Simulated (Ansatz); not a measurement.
# NiO: the cost of one run

Computed with Ansatz 0.2.0 (DFT PBEsol+U, scalar-relativistic, plane waves, PAW, unless a step's input says otherwise).

## 1. The structure to begin with

Symmetry: Fm-3m, No. 225, cubic system. The conventional cell has a = 4.177 Å, b = 4.177 Å, c = 4.177 Å, α = 90.00°, β = 90.00°, γ = 90.00°. Ni (site symmetry m-3m) is surrounded by 6 O at 2.09 Å. O (site symmetry m-3m) is surrounded by 6 Ni at 2.09 Å.

As a file:

```cif
data_structure
_symmetry_space_group_name_H-M 'P 1'
_symmetry_Int_Tables_number 1
_cell_length_a 5.1158
_cell_length_b 5.1158
_cell_length_c 5.1158
_cell_angle_alpha 33.557
_cell_angle_beta 33.557
_cell_angle_gamma 33.557
_cell_volume 36.44
loop_
_atom_site_label
_atom_site_type_symbol
_atom_site_fract_x
_atom_site_fract_y
_atom_site_fract_z
_atom_site_occupancy
Ni1 Ni 0.00000 0.00000 0.00000 1
Ni2 Ni 0.50000 0.50000 0.50000 1
O1 O 0.25000 0.25000 0.25000 1
O2 O 0.75000 0.75000 0.75000 1
```

## 2. Phonons: NiO, moments +−

input.yaml reads:

```yaml
crystal:
  lattice:
    - [2.0885, 2.0885, 4.177]
    - [4.177, 2.0885, 2.0885]
    - [2.0885, 4.177, 2.0885]
  atoms:
    - { symbol: Ni, position: [0.0, 0.0, 0.0], spin: 2.0 }
    - { symbol: Ni, position: [0.5, 0.5, 0.5], spin: -2.0 }
    - { symbol: O, position: [0.25, 0.25, 0.25] }
    - { symbol: O, position: [0.75, 0.75, 0.75] }
magnetization:
  spin_polarized: true
scf:
  occupations: { method: fixed }
output:
  populations: true
hamiltonian:
  hubbard: { sites: [{ species: Ni, l: d, u_eff: 5.0 }] }
  xc: pbesol
phonons:
  method: dfpt
  dielectric: true
  rigid_motions: translations
  eigenvectors: true
kpoints:
  mp_grid: { grid: [6, 6, 6] }
```

Started as:

```
$ ansatz run input.yaml --threads 4 --pin off --max-ram 9216MiB --backend cpu --events-out ev --progress --plain --runs-dir out
```

**Question.** How long does this run take on 4 threads of Arm Neoverse N1, shared host, and how much memory does it need?

About 3.1 min, with a peak of 1.2 GiB.
